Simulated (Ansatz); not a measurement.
## Nb: do energies and stresses tell the same story?

Level of theory: Ansatz 0.2.0, DFT PBE, scalar-relativistic, plane waves, PAW.

Cutoff 420 eV; k points 18×18×18 on the computed 1-atom cell (Γ-centred); Gaussian smearing, width 0.10 eV; no spin polarisation.

Relaxed cell: Im-3m, a = 3.311 Å, b = 3.311 Å, c = 3.311 Å, α = 90.00°, β = 90.00°, γ = 90.00°, 1 atom in the primitive cell.

Energies at zero smearing and pressures from the stress tensor, at volumes with shape and atoms relaxed:
```csv
V (Å³/atom),E − E(first) (meV/atom),P (GPa)
15.973,0.00,26.89
16.517,-76.95,18.74
17.062,-128.17,11.63
17.606,-156.71,5.42
18.151,-165.50,0.00
18.695,-157.18,-4.73
19.240,-133.92,-8.87
19.966,-82.79,-13.57
```

Task: Check P = −dE/dV between neighbouring volumes, and get the bulk modulus from the pressures alone.

Result: With 1 eV/Å³ = 160.2 GPa:
```csv
middle V (Å³/atom),−ΔE/ΔV (GPa),mean P (GPa)
16.245,22.643,22.814
16.789,15.069,15.186
17.334,8.397,8.525
17.878,2.586,2.710
18.423,-2.448,-2.364
18.967,-6.843,-6.799
19.603,-11.282,-11.221
```

The two differ by 0.17 GPa at most. The mean of two end pressures misses the average over a step by about ΔV² P″/12, up to 0.09 GPa here; with that taken off 0.08 GPa remains. The stress is the derivative of the free energy, not of the energy at zero smearing, and with free energies 0.00 GPa remains. Around V = 18.151 Å³/atom, the two neighbours give B = −V ΔP/ΔV = 18.151 × 10.15 / 1.089 = 169.1 GPa, against B0 = 168.2 GPa from the Birch–Murnaghan fit of the energies.